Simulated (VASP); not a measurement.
# Cs (P6_3/mmc) in VASP: notebook

The runs below take Cs through single point, with r2SCAN, LDA.

Everything below comes from runs of VASP 6.6.1. Logs are shortened: lines on timing, memory, paths and dates and some standing lists are left out, and cuts for length are marked.

### Step 1. The crystal as given

It takes space group P6_3/mmc (No. 194, hexagonal). The conventional cell has a = 5.566 Å, b = 5.566 Å, c = 9.258 Å, α = 90.00°, β = 90.00°, γ = 120.00°.

This isn't the form of Cs at room conditions, which is bcc.

### Step 2. Single point, r2SCAN

POSCAR

```
Cs
1.0
    5.5663060500      0.0000000000      0.0000000000
   -2.7831530300      4.8205624500      0.0000000000
    0.0000000000      0.0000000000      9.2584789600
Cs
2
Direct
    0.3333333333      0.6666666667      0.2500000000
    0.6666666667      0.3333333333      0.7500000000
```

INCAR.step1

```
PREC = Accurate
ENCUT = 520
ISMEAR = -1
SIGMA = 0.1
LREAL = F
LASPH = T
NELM = 100
NBANDS = 16
GGA = PE
ALGO = Normal
EDIFF = 1E-4
LWAVE = T
LCHARG = F
```

INCAR.step2

```
PREC = Accurate
ENCUT = 520
EDIFF = 1E-6
ISMEAR = -1
SIGMA = 0.1
LREAL = F
LASPH = T
NELM = 100
ALGO = Normal
ISIF = 2
LWAVE = F
LCHARG = T
METAGGA = R2SCAN
LMIXTAU = T
LELF = T
LVHAR = T
NBANDS = 16
ISTART = 1
```

KPOINTS

```
regular mesh
0
Gamma
  5 5 3
```

Potentials or basis: VASP PAW PBE potentials, release 64 (Cs_sv).

Launch:

```console
$ cat potpaw_PBE.64/Cs_sv/POTCAR > POTCAR
$ cp INCAR.step1 INCAR
$ mpirun -np 1 vasp_std > vasp.out
$ cp INCAR.step2 INCAR
$ mpirun -np 1 vasp_std > vasp.out
```

OUTCAR:

```text
PREC = Accurate
   ENCUT = 520
   EDIFF = 1E-6
   ISMEAR = -1
   LREAL = F
   LASPH = T
   NELM = 100
   ISIF = 2
   METAGGA = R2SCAN
   ISTART = 1

 ion  position               nearest neighbor table
   1  0.333  0.667  0.250-
   2  0.667  0.333  0.750-

  LATTYP: Found a hexagonal cell.
 ALAT       =     5.5663060500
 C/A-ratio  =     1.6633075646

  Lattice vectors:

 A1 = (   5.5663060500,   0.0000000000,   0.0000000000)
 A2 = (  -2.7831530300,   4.8205624500,   0.0000000000)
 A3 = (   0.0000000000,   0.0000000000,   9.2584789600)

Analysis of symmetry for initial positions (statically):
=====================================================================
 Subroutine PRICEL returns:
 Original cell was already a primitive cell.

 Routine SETGRP: Setting up the symmetry group for a
 hexagonal supercell.

 Subroutine GETGRP returns: Found 24 space group operations
 (whereof 12 operations were pure point group operations)
 out of a pool of 24 trial point group operations.

The static configuration has the point symmetry D_3d.
 The point group associated with its full space group is D_6h.

Analysis of symmetry for dynamics (positions and initial velocities):
=====================================================================
 Subroutine PRICEL returns:
 Original cell was already a primitive cell.

 Routine SETGRP: Setting up the symmetry group for a
 hexagonal supercell.

 Subroutine GETGRP returns: Found 24 space group operations
 (whereof 12 operations were pure point group operations)
 out of a pool of 24 trial point group operations.

The dynamic configuration has the point symmetry D_3d.
 The point group associated with its full space group is D_6h.

 Subroutine INISYM returns: Found 24 space group operations
 (whereof 12 operations are pure point group operations),
 and found     1 'primitive' translations

----------------------------------------------------------------------------------------

                                     Primitive cell

  volume of cell :     248.4302

  direct lattice vectors                    reciprocal lattice vectors
     5.566306050  0.000000000  0.000000000     0.179652357  0.103722337  0.000000000
    -2.783153030  4.820562450  0.000000000     0.000000000  0.207444673  0.000000000
     0.000000000  0.000000000  9.258478960     0.000000000  0.000000000  0.108009102

  length of vectors
     5.566306050  5.566306057  9.258478960     0.207444673  0.207444673  0.108009102

  position of ions in fractional coordinates (direct lattice)
[... 64 lines left out ...]
   EDIFF  = 0.1E-05   stopping-criterion for ELM
   LREAL  =      F    real-space projection
   EDIFFG = 0.1E-04   stopping-criterion for IOM
   NSW    =      0    number of steps for IOM
   IBRION =     -1    ionic relax: 0-MD 1-quasi-New 2-CG
   NFREE  =      0    steps in history (QN), initial steepest desc. (CG)
   ISIF   =      2    stress and relaxation
   ISYM   =      2    0-nonsym 1-usesym 2-fastsym
   POTIM  = 0.5000    time-step for ionic-motion
   TEBEG  =    0.0;   TEEND  =   0.0 temperature during run
   PSTRESS=    0.0 pullay stress
   NELECT =      18.0000    total number of electrons
   NUPDOWN=      -1.0000    fix difference up-down
   EMIN   =  10.00;   EMAX   =-10.00  energy-range for DOS
   EFERMI =   0.00;   METHOD = LEGACY
   ISMEAR =    -1;   SIGMA  =   0.10  broadening in eV -4-tet -1-fermi 0-gaus
   EFERMI_NEDOS =   21; number of points for ismear=-14 and -15
   IALGO  =     38    algorithm
   IMIX   =      4    mixing-type and parameters
     AMIX     =   0.40;   BMIX     =  1.00
     AMIX_MAG =   1.60;   BMIX_MAG =  1.00
  volume/ion in A,a.u.               =     124.22       838.24
  Fermi-wavevector in a.u.,A,eV,Ry     =   0.682492  1.289723  6.337529  0.465795
  Thomas-Fermi vector in A             =   1.761581
   LORBIT       =      0    0 simple, 1 ext, 2 COOP (PROOUT), +10 PAW based schemes
   METAGGA = R2SCAN    functional components
   LHFCALC =     F    Hartree Fock is set to
   AEXX    =    0.0000 exact exchange contribution
   IVDW    =     0    specifies the selected vdW correction
   LEPSILON=     F    determine dielectric tensor
   LRPA    =     F    only Hartree local field effects (RPA)
 non-spin polarized calculation
  energy-cutoff  :      520.00
  volume of cell :      248.43
 maximum number of plane-waves:      6718
 NGX is ok and might be reduce to    42
   NGX = 21   NGY = 21   NGZ = 35

 number of electron      18.0000000 magnetization

 Free energy of the ion-electron system (eV)
  ---------------------------------------------------
  ext. energy  EPLUGINS =         0.00000000
  ---------------------------------------------------
  free energy    TOTEN  =       -50.09096409 eV

  energy without entropy =      -50.03627371  energy(sigma->0) =      -50.06361890

 E-fermi :   0.3677     XC(G=0):  -5.4412

 val. band max:        0.1263500001   @ k =   0.4000   0.0000   0.3333
 cond. band min:       0.4027248850   @ k =   0.0000   0.0000   0.0000
 fundamental gap:      0.2763748848
 Fermi energy:         0.3676925074

 k-point     1 :       0.0000    0.0000    0.0000
  band No.  band energies     occupation
      1     -24.4791      2.00000
      2     -24.4748      2.00000
      3     -10.9581      2.00000
      4     -10.8692      2.00000
      5     -10.8692      2.00000
      6     -10.8563      2.00000
[... 167 lines left out ...]
      3     -10.9512      2.00000
      4     -10.9441      2.00000
      5     -10.9127      2.00000
      6     -10.9007      2.00000
[... 8 lines left out ...]
     15       2.8754      0.00000
     16       3.5728      0.00000

------------------------ aborting loop because EDIFF is reached ----------------------------------------

  FORCE on cell =-STRESS in cart. coord.  units (eV):
  Direction    XX          YY          ZZ          XY          YZ          ZX
  --------------------------------------------------------------------------------------
  -------------------------------------------------------------------------------------
  Total        0.0026004      0.0026004     -0.0575367     -0.0000000      0.0000000      0.0000000
  in kB        0.0167702      0.0167702     -0.3710656     -0.0000000      0.0000000      0.0000000
  external PRESSURE =      -0.1125084 kB  Pullay stress =       0.0000000 kB

 VOLUME and BASIS-vectors are now :
 -----------------------------------------------------------------------------
  energy-cutoff  :      520.00
  volume of cell :      248.43
      direct lattice vectors                 reciprocal lattice vectors
     5.566306050  0.000000000  0.000000000     0.179652357  0.103722337  0.000000000
    -2.783153030  4.820562450  0.000000000     0.000000000  0.207444673  0.000000000
     0.000000000  0.000000000  9.258478960     0.000000000  0.000000000  0.108009102

 POSITION                                       TOTAL-FORCE (eV/Angst)
 -----------------------------------------------------------------------------------
     -0.00000      3.21371      2.31462        -0.000000      0.000000      0.000000
      2.78315      1.60685      6.94386         0.000000     -0.000000      0.000000
 -----------------------------------------------------------------------------------
    total drift:                                0.000000     -0.000000      0.000000

  FREE ENERGIE OF THE ION-ELECTRON SYSTEM (eV)
  ---------------------------------------------------
  free  energy   TOTEN  =       -50.0909640939 eV

  energy  without entropy=      -50.0362737066  energy(sigma->0) =      -50.06361890
```

It took 93 s on 1 thread of Intel Xeon 6975P-C (Granite Rapids), shared host; peak memory 0.38 GiB.

What came out:

| Item | Value |
| --- | --- |
| Free energy | -50.0910 eV |
| Pressure | 0.0 GPa |
| Band gap on the k mesh | none (metal or under the smearing width) |

Levels at points of the mesh, in eV from the Fermi level:
```csv
k point,band 5,band 6,band 7,band 8,band 9,band 10,band 11,band 12,band 13,band 14
"(0.00, 0.00, 0.00)",-11.24,-11.22,-11.22,-11.22,-1.72,0.04,0.54,2.59,2.64,2.64
```

Caveat: the PAW data sets were made with another functional, which shifts forces and pressure a little. The run has no spin-orbit coupling, so splittings on Cs are missing.

### Step 3. Single point, LDA

INCAR

```
SYSTEM = Cs
  PREC = Accurate
  ENCUT = 520
  EDIFF = 1E-6
  ISMEAR = -1
  SIGMA = 0.1
  LREAL = .False.
  LASPH = .True.
  NELM = 100
  ALGO = Normal
  ISIF = 2
  LWAVE = .False.
  LCHARG = .False.
  NBANDS = 16
```

KPOINTS

```
Automatic mesh
0
Gamma
  5 5 3
  0 0 0
```

POSCAR is that of step 2.

Potentials or basis: VASP PAW LDA potentials, release 64 (Cs_sv).

Launch:

```console
$ cat potpaw_LDA.64/Cs_sv/POTCAR > POTCAR
$ mpirun -np 1 vasp_std > vasp.out
```

Run time: 14 s. Hardware: 1 thread of Intel Xeon 6975P-C (Granite Rapids), shared host; peak memory 0.26 GiB.

The run converged. Its results:

```
Free energy            : -1.9591 eV
Pressure               : -0.4 GPa
Band gap on the k mesh : none (metal or under the smearing width)
```

Levels at points of the mesh, in eV from the Fermi level:
| k point | band 7 | band 8 | band 9 | band 10 | band 11 | band 12 |
| --- | --- | --- | --- | --- | --- | --- |
| (0.00, 0.00, 0.00) | -10.62 | -10.62 | -1.61 | -0.09 | 0.72 | 2.25 |
